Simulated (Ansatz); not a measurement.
The elements of this relaxed crystal are hidden behind letters.

```
lattice vectors (Å)
   0.0000    3.3174    3.3174
   3.3174    0.0000    3.3174
   3.3174    3.3174    0.0000
fractional positions
X 0.0000 0.0000 0.0000
Z 0.7500 0.7500 0.7500
```

All numbers below come from DFT PBE, scalar-relativistic, plane waves, PAW in Ansatz 0.2.0. Cutoff 420 eV, Γ-centred 14×14×14 mesh (2-atom cell), Gaussian smearing of 0.10 eV, no spin polarisation.

```
Space group                                 : F-43m (No. 216)
Conventional cell                           : a = 6.635 Å
Volume per atom                             : 36.51 Å³
Density                                     : 5.38 g/cm³
Energy over the elements                    : −0.13 eV/atom
Gap on the 14×14×14 mesh of the 2-atom cell : 0 eV (the bands meet within 0.015 eV)
```

Energies are uncorrected and count from the elements' standard states at the same level.

Question: X is a p-block element of period 5 and Z is a p-block element of period 5. Which elements are they?

Answer: X = In, Z = Sb, so the formula is InSb, here in the zinc blende type. Density times volume gives a mean mass of 5.38 × 36.51/1.6605 = 118.3 u per atom, and this set has 118.3 u. In has 4 Sb at 2.87 Å; around Sb lie 4 In at 2.87 Å. Swapping In and Sb gives the same structure, so either order is right.

These runs have no spin–orbit coupling, which can matter for Sb. The zero gap may come from the functional, which often closes small gaps. A later test with randomly moved atoms came back to the same energy, though modes that don't fit the test's cell weren't probed.
